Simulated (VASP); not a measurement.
# VASP 6.6.1 run: MgF$_{2}$

INCAR

```
SIGMA = 0.02
ISIF = 2
NBANDS = 40
LWAVE = .FALSE.
ISMEAR = -1
GGA = PE
LASPH = .TRUE.
EDIFF = 1E-7
LREAL = .FALSE.
IBRION = -1
NSW = 0
LCHARG = .FALSE.
ENCUT = 800
NELM = 79
PREC = Accurate
```

KPOINTS

```
KPOINTS created by Atomic Simulation Environment
0
Gamma
6 6 8
0 0 0
```

POSCAR

```
Mg F
 1.0000000000000000
     4.6220159945999999    0.0000000000000000    0.0000000000000000
     0.0000000000000000    4.6220159945999999    0.0000000000000000
     0.0000000000000000    0.0000000000000000    2.9547284068000002
 Mg  F
   2   4
Cartesian
 -0.0000000000000000  0.0000000000000000  0.0000000000000000
  2.3110079972999995  2.3110079972999995  1.4773642034000001
  1.3932947204990922  1.3932947204990922 -0.0000000000000000
  0.9177132768009076  3.7043027177990915  1.4773642034000001
  3.7043027177990915  0.9177132768009076  1.4773642034000001
  3.2287212741009075  3.2287212741009075 -0.0000000000000000
```

The recommended PBE PAW datasets give the neutral cell 32 valence electrons.

Command

```
mpirun -np 1 vasp_std
```

OSZICAR

```
N       E                     dE             d eps       ncg     rms          rms(c)
DAV:   1     0.212613101885E+03    0.21261E+03   -0.20903E+04  4064   0.107E+03
DAV:   2    -0.243747575369E+02   -0.23699E+03   -0.22809E+03  4728   0.265E+02
DAV:   3    -0.339342153428E+02   -0.95595E+01   -0.94999E+01  4896   0.434E+01
DAV:   4    -0.339884132688E+02   -0.54198E-01   -0.54194E-01  4656   0.342E+00
DAV:   5    -0.339886752511E+02   -0.26198E-03   -0.26198E-03  4768   0.235E-01    0.100E+01
DAV:   6    -0.313857287585E+02    0.26029E+01   -0.46115E+00  4344   0.128E+01    0.292E+00
DAV:   7    -0.314076425819E+02   -0.21914E-01   -0.96359E-02  4656   0.148E+00    0.193E+00
DAV:   8    -0.314363101104E+02   -0.28668E-01   -0.58233E-02  4600   0.156E+00    0.287E-01
DAV:   9    -0.314358675042E+02    0.44261E-03   -0.40228E-04  4776   0.114E-01    0.175E-01
DAV:  10    -0.314362310294E+02   -0.36353E-03   -0.12710E-03  4592   0.183E-01    0.351E-02
DAV:  11    -0.314362289130E+02    0.21164E-05   -0.11812E-05  4952   0.205E-02    0.162E-02
DAV:  12    -0.314362278838E+02    0.10293E-05   -0.55902E-06  4568   0.153E-02    0.116E-03
DAV:  13    -0.314362279080E+02   -0.24268E-07   -0.26416E-07  4928   0.285E-03
   1 F= -.31436228E+02 E0= -.31436228E+02  d E =-.222407E-11
```

Standard output (part)

```
POSCAR found type information on POSCAR MgF
 POSCAR found :  2 types and       6 ions
 LDA part: xc-table for (Slater+PW92), standard interpolation
 POSCAR, INCAR and KPOINTS ok, starting setup
 WAVECAR not read
 entering main loop
```

From OUTCAR

```
k-points           NKPTS =     50   k-points in BZ     NKDIM =     50   number of bands    NBANDS=     40

   NELECT =      32.0000    total number of electrons

   dimension x,y,z NGX =    48 NGY =   48 NGZ =   28
   dimension x,y,z NGXF=    96 NGYF=   96 NGZF=   56

  energy-cutoff  :      800.00
  volume of cell :       63.12
      direct lattice vectors                 reciprocal lattice vectors
     4.622015995  0.000000000  0.000000000     0.216355807  0.000000000  0.000000000
     0.000000000  4.622015995  0.000000000     0.000000000  0.216355807  0.000000000
     0.000000000  0.000000000  2.954728407     0.000000000  0.000000000  0.338440581

 k-points in reciprocal lattice and weights: KPOINTS created by Atomic Simulation Env
   0.00000000  0.00000000  0.00000000       0.003
   0.16666667  0.00000000  0.00000000       0.014
   0.33333333  0.00000000  0.00000000       0.014
   0.50000000  0.00000000  0.00000000       0.007
   0.16666667  0.16666667  0.00000000       0.014
   0.33333333  0.16666667  0.00000000       0.028
   0.50000000  0.16666667  0.00000000       0.014
   0.33333333  0.33333333  0.00000000       0.014
   ...

 E-fermi :  -0.5933

 k-point     1 :       0.0000    0.0000    0.0000
  band No.  band energies     occupation
      1     -21.9008      2.00000
      2     -21.0679      2.00000
      3     -21.0679      2.00000
      4     -20.9403      2.00000
      5      -5.2742      2.00000
      6      -3.6843      2.00000
      7      -3.2833      2.00000
      8      -3.2833      2.00000
      9      -2.9403      2.00000
     10      -2.8439      2.00000
     11      -2.2232      2.00000
     12      -2.2232      2.00000
     13      -1.7089      2.00000
     14      -1.3810      2.00000
     15      -1.3810      2.00000
     16      -1.0179      2.00000
     17       6.3547      0.00000
     18      11.5384      0.00000
     19      11.5384      0.00000
     20      13.2491      0.00000
     21      13.6500      0.00000
     22      14.8793      0.00000
     23      14.8794      0.00000
     24      17.7863      0.00000
     25      17.7863      0.00000
     26      19.4488      0.00000
     27      20.9340      0.00000
     28      21.9017      0.00000
     29      22.0772      0.00000
     30      22.4006      0.00000
     31      22.4006      0.00000
     32      22.5428      0.00000
     33      23.7560      0.00000
     34      25.9919      0.00000
     35      25.9919      0.00000
     36      27.6962      0.00000
     37      27.6962      0.00000
     38      27.7395      0.00000
     39      28.8923      0.00000
     40      28.8985      0.00000

 ...

  Total        2.5040637      2.5040637      4.4819669     -0.0000000      0.0000000      0.0000000
  in kB       63.5587730     63.5587730    113.7624069     -0.0000000      0.0000000      0.0000000
  external PRESSURE =      80.2933176 kB  Pullay stress =       0.0000000 kB

 POSITION                                       TOTAL-FORCE (eV/Angst)
 -----------------------------------------------------------------------------------
      0.00000      0.00000      0.00000         0.000000      0.000000      0.000000
      2.31101      2.31101      1.47736         0.000000      0.000000      0.000000
      1.39329      1.39329      0.00000        -0.023431     -0.023431     -0.000000
      0.91771      3.70430      1.47736         0.023431     -0.023431      0.000000
      3.70430      0.91771      1.47736        -0.023431      0.023431      0.000000
      3.22872      3.22872      0.00000         0.023431      0.023431      0.000000
 -----------------------------------------------------------------------------------
    total drift:                                0.000000      0.000000     -0.000000

  FREE ENERGIE OF THE ION-ELECTRON SYSTEM (eV)
  ---------------------------------------------------
  free  energy   TOTEN  =       -31.4362279080 eV

  energy  without entropy=      -31.4362279080  energy(sigma->0) =      -31.43622791
```

It converged. Results: gap between bands v and c on the k mesh 7.37 eV; least direct gap on the k mesh 7.37 eV; pressure 8.0 GPa; largest force 0.03 eV/Å. Band v is the last that the valence electrons fill when counted band by band, and c is the next.

For comparison, a separate PBE run of the intended cell, on usual settings and not on those above, gives a gap of 7.37 eV on its mesh and a pressure of 8.0 GPa.

The run above took about 2.9 min on one core of a shared host (Intel Xeon Platinum 8488C) and held 0.33 GiB at most.
